At a distance $k$ from the zone centre a free electron gains the energy $\hbar^2k^2/2m$, with $\hbar^2/2m\approx3.8$ eV Å$^2$. Row 10 lies 0.096 Å$^{-1}$ from Gamma, so the gain there would be $3.8\times0.096^2\approx0.035$ eV. The lowest empty level of CdTe, a1, rises by 0.41 eV over that distance, about twelve times as much, while the highest filled level, b1, falls by only 0.016 eV. Electrons near the gap therefore respond like very light particles and the heaviest holes like sluggish ones. The reason lies in the direction in which the tellurium p orbitals point.

Kohn-Sham levels of CdTe (four-atom cell) along a path in k space, computed with Ansatz 0.2.0 using PBEsol, scalar-relativistic PAW and plane waves, without spin polarisation or spin-orbit coupling. The wave cutoff is 420 eV, the k mesh for the self-consistent density 8x6x8, and the Gaussian smearing width 0.02 eV.

| row | band distance (1/Å) | level b3 from the Fermi level (eV) | level b2 from the Fermi level (eV) | level b1 from the Fermi level (eV) | level a1 from the Fermi level (eV) | level a2 from the Fermi level (eV) |
| --- | --- | --- | --- | --- | --- | --- |
| 1 | 0.000 | -0.242 | -0.240 | -0.239 | 0.239 | 2.370 |
| 2 | 0.287 | -1.699 | -0.761 | -0.361 | 1.611 | 2.554 |
| 3 | 0.575 | -1.853 | -1.162 | -0.769 | 2.540 | 2.781 |
| 4 | 0.863 | -2.127 | -1.327 | -1.327 | 3.067 | 3.067 |
| 5 | 1.150 | -1.954 | -1.882 | -1.882 | 2.568 | 2.568 |
| 6 | 1.438 | -1.923 | -1.911 | -1.911 | 2.405 | 2.406 |
| 7 | 1.726 | -2.070 | -1.594 | -1.594 | 3.066 | 3.068 |
| 8 | 2.013 | -2.178 | -0.963 | -0.963 | 2.708 | 2.709 |
| 9 | 2.301 | -1.547 | -1.108 | -0.466 | 1.978 | 2.655 |
| 10 | 2.589 | -0.691 | -0.301 | -0.255 | 0.650 | 2.399 |
| 11 | 2.820 | -0.899 | -0.361 | -0.358 | 0.916 | 2.338 |
| 12 | 3.024 | -1.535 | -0.841 | -0.838 | 2.099 | 2.488 |
| 13 | 3.255 | -1.233 | -1.196 | -1.196 | 2.549 | 2.549 |
| 14 | 3.543 | -1.160 | -1.046 | -1.046 | 2.012 | 2.012 |
| 15 | 3.830 | -0.933 | -0.930 | -0.930 | 1.438 | 1.438 |
| 16 | 4.118 | -1.940 | -1.259 | -1.259 | 2.573 | 2.573 |
| 17 | 4.406 | -2.439 | -2.031 | -2.031 | 3.639 | 3.639 |
| 18 | 4.693 | -2.443 | -1.765 | -1.765 | 3.368 | 3.368 |
| 19 | 4.981 | -1.519 | -1.080 | -1.080 | 2.081 | 2.081 |
| 20 | 5.268 | -0.968 | -0.950 | -0.950 | 1.515 | 1.515 |
| 21 | 5.556 | -1.235 | -1.110 | -1.110 | 2.285 | 2.285 |
| 22 | 5.844 | -1.212 | -1.209 | -1.209 | 2.533 | 2.533 |
| 23 | 6.013 | -1.819 | -0.953 | -0.953 | 2.366 | 2.367 |
| 24 | 6.217 | -1.080 | -0.936 | -0.936 | 1.595 | 1.596 |
| 25 | 6.387 | -2.111 | -0.962 | -0.961 | 2.647 | 2.648 |
| 26 | 6.590 | -1.429 | -0.946 | -0.946 | 1.959 | 1.960 |
| 27 | 6.794 | -0.935 | -0.931 | -0.931 | 1.435 | 1.435 |
| 28 | 6.963 | -2.041 | -2.005 | -2.005 | 2.691 | 2.691 |
| 29 | 7.167 | -2.300 | -2.180 | -2.180 | 3.545 | 3.545 |

The levels b1, b2 and b3 are the three highest filled ones, counted downwards, and a1 and a2 are the two lowest empty ones. The cell holds two primitive cells of the cubic crystal, so each row shows the levels of two cubic wave vectors at once. On most of the path the two are equivalent by symmetry, and a1 and a2 coincide in 22 of the 29 rows. The seven exceptions lie on lines through Gamma, where the partners differ. The cell edges also show that rows 15 and 27 are the cubic point L, and that row 1 holds the cubic point X besides Gamma. Its a2 is taken as the level at X, because row 6, close to another X point, has its lowest empty levels within 0.04 eV of it.

**Near Gamma.** The lowest empty level is mainly s-like, the highest filled ones mainly Te 5p. At Gamma every Te atom carries the same p lobe, and around each Cd atom the four contributions to an s orbital cancel, so s and p cannot mix. Away from Gamma the phases differ from atom to atom and the cancellation fails for the p orbital that points along the wave vector. Orbitals that point across it still hardly meet the s level.

Two levels that mix repel each other. If they start a gap $g$ apart around a mean $\bar E$ and the mixing has strength $V$, they move to

$$E_\pm=\bar E\pm\sqrt{(g/2)^2+V^2}.$$

As $V$ grows with $k$ the two levels move apart, and the formula has the upper one rise as much as the lower one falls. In row 10 a1 has risen by 0.41 eV and b3 has fallen by 0.45 eV; in row 11 the shifts are 0.68 and 0.66 eV. The heavy holes are not equally heavy in all directions: b1 falls by 0.12 eV on the way to row 11 but by only 0.016 eV on the way to row 10, a larger difference than the distances alone would give.

The steepness depends on the gap, because a small $g$ lets the same mixing act more strongly. The computed gap is 0.48 eV, against roughly 1.5 eV in experiment. The semilocal functional and the somewhat stretched cell both make it too small, so the rise at row 10 is expected to be steeper than in the real crystal. The factor of twelve is not an inverse mass either: a rise of 0.41 eV is almost as large as the gap, so the band is no longer parabolic there, and by the formula the factor grows closer to Gamma. Spin-orbit coupling, absent here, would split the top of the filled bands and is expected to lift the highest level, which would narrow the computed gap further.

**Near L.** The same reasoning applies at L, where the s-like level cannot mix with the two p combinations that point across the L direction. Rows 14 and 16 lie equally far from L, about 0.29 Å$^{-1}$, one before and one after row 15 on the path, but in directions at right angles to each other. The step to row 16 runs straight across the L direction, so its whole length adds to the mixing, whereas the step to row 14 runs mostly along it. Accordingly a1 rises by 1.14 eV in the first case and by 0.57 eV in the second. Towards row 14, however, b3 falls by only 0.23 eV, so two levels alone don't describe that side.

**The band that stands still.** From Y (row 8) to L (row 27) a1 falls by 1.27 eV and b3 rises by 1.24 eV, yet b1 moves by only 0.03 eV. Along this line only the phase between successive atomic layers changes. For the p orbital that lies in the layer and across the wave vector, the neighbours in the next Te layer come in pairs whose phases are opposite, and their couplings cancel. This orbital therefore hardly senses the phase between layers, and its energy barely changes. The p orbital that points out of the layer behaves differently. It couples to the next Te layer's p orbitals that point along the in-layer part of the wave vector. This coupling changes sign within each pair, so the contributions add, and levels built from these two kinds of orbital move. This is a symmetry argument, as the orbital make-up of the levels along the path isn't available to confirm it.

**Irregular rows.** In row 12, b3 is probably not the steep band of rows 10 and 11 but a heavy band from the second wave vector, which has come to lie above it. Row 22 supports this: there, at the point Z, the two wave vectors are equivalent, and their heavy bands meet at about -1.2 eV, between b1 and b3 of row 12. Row 9 probably shows the same effect. It lies farther from Gamma than row 2 in an equivalent direction, yet its b3 is higher, whereas the steep band should keep falling. A band of the second wave vector has to climb along this line from the X level (near -1.911 eV in row 6) to meet b1 at Y (-0.963 eV). The levels b3 of row 2 (-1.699 eV), b3 of row 9 (-1.547 eV) and b2 of row 3 (-1.162 eV) fit that climb, so row 2 may already show it, and it would explain why b2 of row 3 lies hardly below that of row 9. In row 11, a2 is 0.03 eV lower than in row 1, so the lowest empty state in the X region lies beside X and not at it. In a zincblende crystal the two lowest empty levels at X can mix as soon as one leaves the point towards Gamma, which pushes the lower one down, and that is a possible cause here. It needs the two levels to lie close together, and the second one isn't in the table.

What remains open is the height of the side valleys. The empty level at L lies 1.2 eV above the one at Gamma, and the level at X 2.1 eV above it. The mixing of s and p explains how steeply the bands leave Gamma and L, but how much Te s, Te p and Cd p character sets these two heights can't be read from energies alone.

The analysis program printed:

```
Path distance of the second passage through Gamma (1/angstrom): 2.685
Path distance of point U, cubic L (1/angstrom): 3.83
Path distance of point T at the end of Y-T, cubic L (1/angstrom): 6.794
Distance of row 17 from point R, cubic W (1/angstrom): 0.09574
Distance of row 6 from point S, cubic X (1/angstrom): 0.09573
Number of rows where a1 and a2 agree within 0.005 eV: 22
Range of a1 over all rows (eV): 3.4
Range of b1 over all rows (eV): 1.941
Gap at Gamma, row 1 (eV): 0.478
Lowest empty level at L above that at Gamma (eV): 1.199
Folded X level of row 1 above lowest empty level at Gamma (eV): 2.131
Highest filled level at L below that at Gamma (eV): 0.691
Distance of row 10 from Gamma (1/angstrom): 0.09555
Rise of a1 from Gamma to row 10 (eV): 0.411
Fall of b3 from Gamma to row 10 (eV): 0.449
Fall of b1 from Gamma to row 10 (eV): 0.016
Free-electron energy at the distance of row 10 (eV): 0.03478
Rise of a1 to row 10 over the free-electron energy (ratio): 11.82
Distance of row 11 from Gamma (1/angstrom): 0.1355
Rise of a1 from Gamma to row 11 (eV): 0.677
Fall of b3 from Gamma to row 11 (eV): 0.657
Fall of b1 from Gamma to row 11 (eV): 0.119
Fall of a1 from Y (row 8) to T (row 27) (eV): 1.273
Rise of b3 from Y (row 8) to T (row 27) (eV): 1.243
Rise of b1 from Y (row 8) to T (row 27) (eV): 0.032
Distance of row 14 from L, towards Z (1/angstrom): 0.2875
Distance of row 16 from L, towards R (1/angstrom): 0.2875
Rise of a1 from L (row 15) to row 14 (eV): 0.574
Rise of a1 from L (row 15) to row 16 (eV): 1.135
Fall of b3 from L (row 15) to row 14 (eV): 0.227
Fall of b3 from L (row 15) to row 16 (eV): 1.007
Level a2 of row 11 below a2 of row 1 (eV): 0.032
```
